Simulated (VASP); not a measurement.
# MgSe (Fm-3m) in VASP: further runs

Aim: see how the results for MgSe move with the level of theory and the settings. Levels: PBE, HSE06, PBEsol. Tasks: single point.

Everything below comes from runs of VASP 6.6.1. Logs are shortened: lines on timing, memory, paths and dates and some standing lists are left out, and cuts for length are marked.

### 1 The crystal as given

The structure is cubic, space group Fm-3m (No. 225). The conventional cell has a = 5.473 Å, b = 5.473 Å, c = 5.473 Å, α = 90.00°, β = 90.00°, γ = 90.00°. Mg (site symmetry m-3m) has 6 Se at 2.74 Å as nearest neighbours. Se (site symmetry m-3m) is surrounded by 6 Mg at 2.74 Å.

### 2 Single point, PBE

Contents of INCAR:

```
SYSTEM = MgSe
PREC = Accurate
ENCUT = 520
EDIFF = 1E-6
ISMEAR = 0
SIGMA = 0.01
LREAL = .False.
LASPH = .True.
NELM = 60
ALGO = Normal
ISIF = 2
LWAVE = .False.
LCHARG = .True.
GGA = PE
LELF = .True.
LVHAR = .True.
NBANDS = 11
```

Contents of KPOINTS:

```
Automatic mesh
0
Gamma
  6 6 6
  0 0 0
```

Contents of POSCAR:

```
MgSe
1.0
    0.0000000000      2.7362756105      2.7362756105
    2.7362756105      0.0000000000      2.7362756105
    2.7362756105      2.7362756105      0.0000000000
Mg Se
1 1
Direct
    0.0000000000      0.0000000000      0.0000000000
    0.5000000000      0.5000000000      0.5000000000
```

Potentials or basis: VASP PAW PBE potentials, release 64 (Mg, Se).

Command:

```console
$ cat potpaw_PBE.64/Mg/POTCAR potpaw_PBE.64/Se/POTCAR > POTCAR
$ mpirun -np 1 vasp_std > vasp.out
```

OUTCAR:

```text
SYSTEM = MgSe
   PREC = Accurate
   ENCUT = 520
   EDIFF = 1E-6
   ISMEAR = 0
   LREAL = .False.
   LASPH = .True.
   NELM = 60
   ISIF = 2
   GGA = PE

 ion  position               nearest neighbor table
   1  0.000  0.000  0.000-   2 2.74   2 2.74   2 2.74   2 2.74   2 2.74   2 2.74
   2  0.500  0.500  0.500-   1 2.74   1 2.74   1 2.74   1 2.74   1 2.74   1 2.74

  LATTYP: Found a face centered cubic cell.
 ALAT       =     5.4725512210

  Lattice vectors:

 A1 = (   0.0000000000,   2.7362756105,   2.7362756105)
 A2 = (   2.7362756105,   0.0000000000,   2.7362756105)
 A3 = (   2.7362756105,   2.7362756105,   0.0000000000)

Analysis of symmetry for initial positions (statically):
=====================================================================
 Subroutine PRICEL returns:
 Original cell was already a primitive cell.

 Routine SETGRP: Setting up the symmetry group for a
 face centered cubic supercell.

 Subroutine GETGRP returns: Found 48 space group operations
 (whereof 48 operations were pure point group operations)
 out of a pool of 48 trial point group operations.

The static configuration has the point symmetry O_h .

Analysis of symmetry for dynamics (positions and initial velocities):
=====================================================================
 Subroutine PRICEL returns:
 Original cell was already a primitive cell.

 Routine SETGRP: Setting up the symmetry group for a
 face centered cubic supercell.

 Subroutine GETGRP returns: Found 48 space group operations
 (whereof 48 operations were pure point group operations)
 out of a pool of 48 trial point group operations.

The dynamic configuration has the point symmetry O_h .

 Subroutine INISYM returns: Found 48 space group operations
 (whereof 48 operations are pure point group operations),
 and found     1 'primitive' translations

----------------------------------------------------------------------------------------

                                     Primitive cell

  volume of cell :      40.9741

  direct lattice vectors                    reciprocal lattice vectors
     0.000000000  2.736275610  2.736275610    -0.182730131  0.182730131  0.182730131
     2.736275610  0.000000000  2.736275610     0.182730131 -0.182730131  0.182730131
     2.736275610  2.736275610  0.000000000     0.182730131  0.182730131 -0.182730131

  length of vectors
     3.869678079  3.869678079  3.869678079     0.316497870  0.316497870  0.316497870

  position of ions in fractional coordinates (direct lattice)
     0.000000000  0.000000000  0.000000000
     0.500000000  0.500000000  0.500000000

  ion indices of the primitive-cell ions
   primitive index   ion index
                 1           1
                 2           2

----------------------------------------------------------------------------------------

 KPOINTS: Automatic mesh

Automatic generation of k-mesh.
 Grid dimensions read from file:
 generate k-points for:    6    6    6

 Generating k-lattice:

  Cartesian coordinates                     Fractional coordinates (reciprocal lattice)
    -0.030455022  0.030455022  0.030455022     0.166666667  0.000000000  0.000000000
     0.030455022 -0.030455022  0.030455022     0.000000000  0.166666667  0.000000000
     0.030455022  0.030455022 -0.030455022     0.000000000  0.000000000  0.166666667

  Length of vectors
     0.052749645  0.052749645  0.052749645

  Shift w.r.t. Gamma in fractional coordinates (k-lattice)
     0.000000000  0.000000000  0.000000000

 Subroutine IBZKPT returns following result:
 ===========================================

 Found     16 irreducible k-points:

 Following reciprocal coordinates:
            Coordinates               Weight
  0.000000  0.000000  0.000000      1.000000
  0.166667  0.000000  0.000000      8.000000
  0.333333  0.000000  0.000000      8.000000
  0.500000  0.000000  0.000000      4.000000
  0.166667  0.166667  0.000000      6.000000
  0.333333  0.166667  0.000000     24.000000
[... 8 lines left out ...]
 -0.333333  0.333333  0.166667     24.000000
 -0.333333  0.500000  0.166667     12.000000
   k-points           NKPTS =     16   k-points in BZ     NKDIM =     16   number of bands    NBANDS=     11
   number of dos      NEDOS =    301   number of ions     NIONS =      2
   total plane-waves  NPLWV =  27000
   dimension x,y,z NGX =    30 NGY =   30 NGZ =   30
   dimension x,y,z NGXF=    60 NGYF=   60 NGZF=   60
   ions per type =               1   1
   NGX,Y,Z   is equivalent  to a cutoff of  12.89, 12.89, 12.89 a.u.
   NGXF,Y,Z  is equivalent  to a cutoff of  25.78, 25.78, 25.78 a.u.
 SYSTEM =  MgSe
   PREC   = accura    normal or accurate (medium, high low for compatibility)
   ISTART =      0    job   : 0-new  1-cont  2-samecut
   ICHARG =      2    charge: 1-file 2-atom 10-const
   ISPIN  =      1    spin polarized calculation?
   LNONCOLLINEAR =      F non collinear calculations
   LSORBIT =      F    spin-orbit coupling
   LASPH  =      T    aspherical Exc in radial PAW
   ENCUT  =  520.0 eV  38.22 Ry    6.18 a.u.   7.20  7.20  7.20*2*pi/ulx,y,z
   NELM   =     60;   NELMIN=  2; NELMDL= -5     # of ELM steps
   EDIFF  = 0.1E-05   stopping-criterion for ELM
   LREAL  =      F    real-space projection
   EDIFFG = 0.1E-04   stopping-criterion for IOM
   NSW    =      0    number of steps for IOM
   IBRION =     -1    ionic relax: 0-MD 1-quasi-New 2-CG
   NFREE  =      0    steps in history (QN), initial steepest desc. (CG)
   ISIF   =      2    stress and relaxation
   ISYM   =      2    0-nonsym 1-usesym 2-fastsym
   POTIM  = 0.5000    time-step for ionic-motion
   TEBEG  =    0.0;   TEEND  =   0.0 temperature during run
   PSTRESS=    0.0 pullay stress
   NELECT =       8.0000    total number of electrons
   NUPDOWN=      -1.0000    fix difference up-down
   EMIN   =  10.00;   EMAX   =-10.00  energy-range for DOS
   EFERMI =   0.00;   METHOD = LEGACY
   ISMEAR =     0;   SIGMA  =   0.01  broadening in eV -4-tet -1-fermi 0-gaus
   EFERMI_NEDOS =   21; number of points for ismear=-14 and -15
   IALGO  =     38    algorithm
   IMIX   =      4    mixing-type and parameters
     AMIX     =   0.40;   BMIX     =  1.00
     AMIX_MAG =   1.60;   BMIX_MAG =  1.00
  volume/ion in A,a.u.               =      20.49       138.25
  Fermi-wavevector in a.u.,A,eV,Ry     =   0.949733  1.794736 12.272364  0.901993
  Thomas-Fermi vector in A             =   2.078044
   LORBIT       =      0    0 simple, 1 ext, 2 COOP (PROOUT), +10 PAW based schemes
   GGA     = PE    functional components
   LHFCALC =     F    Hartree Fock is set to
   AEXX    =    0.0000 exact exchange contribution
   IVDW    =     0    specifies the selected vdW correction
   LEPSILON=     F    determine dielectric tensor
   LRPA    =     F    only Hartree local field effects (RPA)
 non-spin polarized calculation
 Gauss-broadening in eV      SIGMA  =   0.01
  energy-cutoff  :      520.00
  volume of cell :       40.97
 maximum number of plane-waves:      1113
 NGX is ok and might be reduce to    30
   NGX = 15   NGY = 15   NGZ = 15

 number of electron       8.0000000 magnetization

 Free energy of the ion-electron system (eV)
  ---------------------------------------------------
  ext. energy  EPLUGINS =         0.00000000
  ---------------------------------------------------
  free energy    TOTEN  =        -7.48316581 eV

  energy without entropy =       -7.48316581  energy(sigma->0) =       -7.48316581

 E-fermi :   3.2545     XC(G=0):  -9.4407

 val. band max:        3.1322762350   @ k =   0.0000   0.0000   0.0000
 cond. band min:       4.9109689803   @ k =   0.5000   0.5000   0.0000
 fundamental gap:      1.7786927453
 Fermi energy:         3.2545440671

 k-point     1 :       0.0000    0.0000    0.0000
  band No.  band energies     occupation
      1      -9.7463      2.00000
      2       3.1323      2.00000
      3       3.1323      2.00000
      4       3.1323      2.00000
      5       5.6488      0.00000
      6      10.5457      0.00000
      7      10.5457      0.00000
      8      10.5457      0.00000
      9      13.0787      0.00000
     10      13.0787      0.00000
     11      14.0946      0.00000

 k-point     2 :       0.1667    0.0000    0.0000
  band No.  band energies     occupation
      1      -9.5195      2.00000
      2       1.3171      2.00000
      3       2.9680      2.00000
      4       2.9680      2.00000
      5       6.9592      0.00000
      6      10.2484      0.00000
      7      10.7090      0.00000
      8      10.7090      0.00000
      9      12.0029      0.00000
     10      12.0029      0.00000
     11      13.5715      0.00000

 k-point     3 :       0.3333    0.0000    0.0000
  band No.  band energies     occupation
      1      -8.9831      2.00000
      2      -0.8408      2.00000
      3       2.6860      2.00000
      4       2.6860      2.00000
      5       7.1206      0.00000
      6       9.6610      0.00000
      7       9.6610      0.00000
      8      11.6140      0.00000
      9      13.0304      0.00000
     10      13.8868      0.00000
     11      13.8868      0.00000

 k-point     4 :       0.5000    0.0000    0.0000
  band No.  band energies     occupation
      1      -8.6521      2.00000
      2      -1.7565      2.00000
      3       2.5628      2.00000
      4       2.5628      2.00000
      5       6.9428      0.00000
      6       9.2130      0.00000
      7       9.2130      0.00000
      8      11.6650      0.00000
      9      14.4959      0.00000
     10      16.9592      0.00000
     11      16.9592      0.00000

 k-point     5 :       0.1667    0.1667    0.0000
  band No.  band energies     occupation
      1      -9.4458      2.00000
      2       1.4085      2.00000
      3       2.5679      2.00000
      4       2.5679      2.00000
      5       7.5350      0.00000
      6       9.1040      0.00000
      7      10.0347      0.00000
      8      11.6591      0.00000
      9      11.6591      0.00000
     10      13.5323      0.00000
     11      15.2136      0.00000
[... 99 lines left out ...]
 k-point    13 :       0.5000    0.5000    0.0000
  band No.  band energies     occupation
      1      -8.3381      2.00000
      2      -1.0717      2.00000
      3       1.3732      2.00000
      4       1.3732      2.00000
      5       4.9110      0.00000
      6       7.1240      0.00000
      7      14.7666      0.00000
      8      15.2051      0.00000
      9      15.2051      0.00000
     10      15.7110      0.00000
     11      18.9664      0.00000

 k-point    14 :       0.5000    0.3333    0.1667
  band No.  band energies     occupation
      1      -8.6212      2.00000
      2      -0.6656      2.00000
      3       0.8809      2.00000
      4       1.8426      2.00000
      5       7.4953      0.00000
      6       9.3313      0.00000
      7       9.6144      0.00000
      8      12.2623      0.00000
      9      13.9318      0.00000
     10      16.4310      0.00000
     11      17.3624      0.00000

 k-point    15 :      -0.3333    0.3333    0.1667
  band No.  band energies     occupation
      1      -8.3981      2.00000
      2      -0.8646      2.00000
      3       0.3673      2.00000
      4       1.4612      2.00000
      5       7.6480      0.00000
      6       9.0913      0.00000
      7      11.4101      0.00000
      8      11.4142      0.00000
      9      14.1018      0.00000
     10      15.5935      0.00000
     11      18.2774      0.00000

 k-point    16 :      -0.3333    0.5000    0.1667
  band No.  band energies     occupation
      1      -8.3129      2.00000
      2      -0.6429      2.00000
      3       0.4944      2.00000
      4       0.7668      2.00000
      5       6.6795      0.00000
      6       8.9405      0.00000
      7      11.2715      0.00000
      8      12.5700      0.00000
      9      15.6196      0.00000
     10      16.9150      0.00000
     11      17.6497      0.00000

------------------------ aborting loop because EDIFF is reached ----------------------------------------

  FORCE on cell =-STRESS in cart. coord.  units (eV):
  Direction    XX          YY          ZZ          XY          YZ          ZX
  --------------------------------------------------------------------------------------
  -------------------------------------------------------------------------------------
  Total        0.2920473      0.2920473      0.2920473     -0.0000000      0.0000000      0.0000000
  in kB       11.4196868     11.4196868     11.4196868     -0.0000000      0.0000000      0.0000000
  external PRESSURE =      11.4196868 kB  Pullay stress =       0.0000000 kB

 VOLUME and BASIS-vectors are now :
 -----------------------------------------------------------------------------
  energy-cutoff  :      520.00
  volume of cell :       40.97
      direct lattice vectors                 reciprocal lattice vectors
     0.000000000  2.736275610  2.736275610    -0.182730131  0.182730131  0.182730131
     2.736275610  0.000000000  2.736275610     0.182730131 -0.182730131  0.182730131
     2.736275610  2.736275610  0.000000000     0.182730131  0.182730131 -0.182730131

 POSITION                                       TOTAL-FORCE (eV/Angst)
 -----------------------------------------------------------------------------------
      0.00000      0.00000      0.00000        -0.000000     -0.000000      0.000000
      2.73628      2.73628      2.73628         0.000000      0.000000     -0.000000
 -----------------------------------------------------------------------------------
    total drift:                               -0.000000     -0.000000      0.000000

  FREE ENERGIE OF THE ION-ELECTRON SYSTEM (eV)
  ---------------------------------------------------
  free  energy   TOTEN  =        -7.4831658093 eV

  energy  without entropy=       -7.4831658093  energy(sigma->0) =       -7.48316581
```

It took 17 s on 1 thread of Intel Xeon Platinum 8259CL at 2.50GHz (Skylake/Cascade Lake), shared host; peak memory 0.16 GiB.

Results:

```yaml
Free_energy: -7.4832 eV
Pressure: 1.1 GPa
Band_gap_on_the_k_mesh: 1.78 eV, indirect (least direct gap 2.52 eV)
```

### 3 Single point, HSE06

POSCAR is that of step 2.

Contents of INCAR.step1:

```
SYSTEM = MgSe
  PREC = Accurate
  ENCUT = 520
  EDIFF = 1E-5
  ISMEAR = 0
  SIGMA = 0.01
  LREAL = .FALSE.
  LASPH = .TRUE.
  NELM = 100
  ALGO = Normal
  ISIF = 2
  LWAVE = .TRUE.
  LCHARG = .FALSE.
  NBANDS = 11
  GGA = PE
```

Contents of INCAR.step2:

```
SYSTEM = MgSe
  PREC = Accurate
  ENCUT = 520
  EDIFF = 1E-7
  ISMEAR = 0
  SIGMA = 0.01
  LREAL = .FALSE.
  LASPH = .TRUE.
  NELM = 100
  ALGO = Normal
  ISIF = 2
  LWAVE = .FALSE.
  LCHARG = .FALSE.
  GGA = PE
  LHFCALC = .TRUE.
  HFSCREEN = 0.2079
  PRECFOCK = Normal
  NBANDS = 11
  ISTART = 1
```

Contents of KPOINTS:

```
regular mesh
0
G
  4 4 4
  0 0 0
```

Potentials or basis: VASP PAW PBE potentials, release 64 (Mg, Se).

Command:

```console
$ cat potpaw_PBE.64/Mg/POTCAR potpaw_PBE.64/Se/POTCAR > POTCAR
$ cp INCAR.step1 INCAR
$ mpirun -np 1 vasp_std > vasp.out
$ cp INCAR.step2 INCAR
$ mpirun -np 1 vasp_std > vasp.out
```

Wall time 3.9 min (1 thread of Intel Xeon Platinum 8259CL at 2.50GHz (Skylake/Cascade Lake), shared host); peak memory 0.28 GiB.

The run converged. Its results:

| Quantity | Value |
| --- | --- |
| Free energy | -8.7093 eV |
| Pressure | -0.2 GPa |
| Band gap on the k mesh | 2.62 eV, indirect (least direct gap 3.51 eV) |

Levels at points of the mesh, in eV from the valence-band top:
| k point | band 1 | band 2 | band 3 | band 4 | band 5 | band 6 | band 7 | band 8 |
| --- | --- | --- | --- | --- | --- | --- | --- | --- |
| (0.00, 0.00, 0.00) | -14.08 | 0.00 | 0.00 | 0.00 | 3.51 | 8.43 | 8.43 | 8.43 |
| (0.50, 0.00, 0.00) | -12.85 | -5.31 | -0.62 | -0.62 | 4.73 | 7.09 | 7.09 | 9.81 |
| (0.50, 0.50, 0.00) | -12.49 | -4.58 | -1.92 | -1.92 | 2.62 | 4.83 | 13.03 | 13.48 |

Caveat: the k mesh is coarse (spacing up to 0.50 Å⁻¹), so the values aren't converged, least of all with exact exchange; the PAW data sets were made with another functional, which shifts forces and pressure a little. A k mesh can miss the band edges.

### 4 Single point, PBEsol

Contents of INCAR:

```
SYSTEM = MgSe
PREC = Accurate ; ENCUT = 520
EDIFF = 1E-6 ; ISMEAR = 0
SIGMA = 0.01 ; LREAL = .False.
LASPH = .True. ; NELM = 80
ALGO = Fast ; ISIF = 2
LWAVE = .False. ; LCHARG = .False.
GGA = PS ; NBANDS = 11
```

Contents of KPOINTS:

```
regular mesh
0
Gamma
  6 6 6
  0 0 0
```

POSCAR is that of step 3.

Command:

```console
$ cat potpaw_PBE.64/Mg/POTCAR potpaw_PBE.64/Se/POTCAR > POTCAR
$ mpirun -np 1 vasp_std > vasp.out
```

Run time: 11 s. Hardware: 1 thread of Intel Xeon Platinum 8259CL at 2.50GHz (Skylake/Cascade Lake), shared host; peak memory 0.16 GiB.

Results (log left out):

```
Free energy            : -8.0994 eV
Pressure               : -0.8 GPa
Band gap on the k mesh : 1.74 eV, indirect (least direct gap 2.42 eV)
```

Levels at points of the mesh, in eV from the valence-band top:
| k point | band 2 | band 3 | band 4 | band 5 | band 6 | band 7 |
| --- | --- | --- | --- | --- | --- | --- |
| (0.00, 0.00, 0.00) | 0.00 | 0.00 | 0.00 | 2.42 | 7.33 | 7.33 |
| (0.50, 0.00, 0.00) | -4.93 | -0.58 | -0.58 | 3.69 | 6.02 | 6.02 |
| (0.50, 0.50, 0.00) | -4.25 | -1.78 | -1.78 | 1.74 | 3.87 | 11.52 |

Caveat: the PAW data sets were made with another functional, which shifts forces and pressure a little. A k mesh can miss the band edges.

### 5 Overview

| level | k mesh | exchange at q = 0 | grid for exact exchange (PRECFOCK) | screening parameter | mesh quality | gap on the mesh (eV) | pressure (GPa) |
| --- | --- | --- | --- | --- | --- | --- | --- |
| PBE | 6 × 6 × 6 | - | - | - | not flagged | 1.78 | 1.1 |
| HSE06 | 4 × 4 × 4 | truncated | Normal | 0.2079 1/A | coarse | 2.62 | -0.2 |
| PBEsol | 6 × 6 × 6 | - | - | - | not flagged | 1.74 | -0.8 |

Alike in all rows: task single point; potentials or basis VASP PAW PBE potentials, release 64 (Mg, Se); no spin polarisation; cell as given; cutoff (eV) 520; smearing gaussian 0.01 eV.

Caveats: some runs use coarse meshes; the PAW data sets were made with another functional, which shifts forces and pressure a little (some runs).

Total energies depend on the potentials used, so only differences within one code and one set of settings carry meaning.
